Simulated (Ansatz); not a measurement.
A run of Ansatz 0.2.0 is set up as follows.

The input input.yaml:

```yaml
crystal:
  lattice:
    - [4.15, 0.0, 0.0]
    - [-2.075, 3.5940054257, 0.0]
    - [0.0, 0.0, 6.737]
  atoms:
    - { symbol: Cd, position: [0.6666666667, 0.3333333333, 0.5] }
    - { symbol: Cd, position: [0.3333333333, 0.6666666667, 0.0] }
    - { symbol: S, position: [0.6666666667, 0.3333333333, 0.875] }
    - { symbol: S, position: [0.3333333333, 0.6666666667, 0.375] }
hamiltonian:
  xc: r2scan
  pseudopotentials: { kind: paw_fr }
magnetization:
  noncollinear: true
  spin_orbit: true
kpoints:
  mp_grid: { grid: [5, 5, 3] }
  band_path:
    path:
      - [[0.0, 0.0, 0.0], [0.5, 0.0, 0.0], [0.3333333333, 0.3333333333, 0.0], [0.0, 0.0, 0.0], [0.0, 0.0, 0.5], [0.5, 0.0, 0.5], [0.3333333333, 0.3333333333, 0.5], [0.0, 0.0, 0.5]]
      - [[0.5, 0.0, 0.5], [0.5, 0.0, 0.0]]
      - [[0.3333333333, 0.3333333333, 0.0], [0.3333333333, 0.3333333333, 0.5]]
    npoints: 14
scf:
  occupations: { method: fermi_dirac, width: 0.05 }
  n_extra_bands: 10
output:
  forces: true
  stress: true
  eigenvalues: true
  fatbands: true
```

Potentials or basis: Ansatz PAW.

Command:

```bash
$ ansatz run input.yaml --threads 2 --pin off --max-ram 5632MiB --backend cpu --events-out ev --progress --plain --runs-dir out
```

(1) Predict the largest force.

(2) Estimate the pressure.

(3) Predict the band gap along the path.

(4) Predict the band gap on the k mesh.

Answers

(1) 0.068 eV/Å.

(2) 0.6 GPa.

(3) 1.64 eV, direct.

(4) 1.64 eV, direct.

Caveat: the PAW data sets come from PBE, with cores solved anew for the run's functional, which leaves a small shift of forces and pressure.

**What was measured.**

From “Isotope dependence of band-gap energy”, 2008, arxiv:0807.2152, for a bulk crystal of CdS: band gap 2.5809 ± 0.0002 eV.

A measured gap of CdS is 2.5809 eV (quoted in “Isotope dependence of band-gap energy”, 2008, arxiv:0807.2152); the calculated 1.64 eV misses it by -0.94 eV. The value is that of r2SCAN, without temperature or zero-point motion.
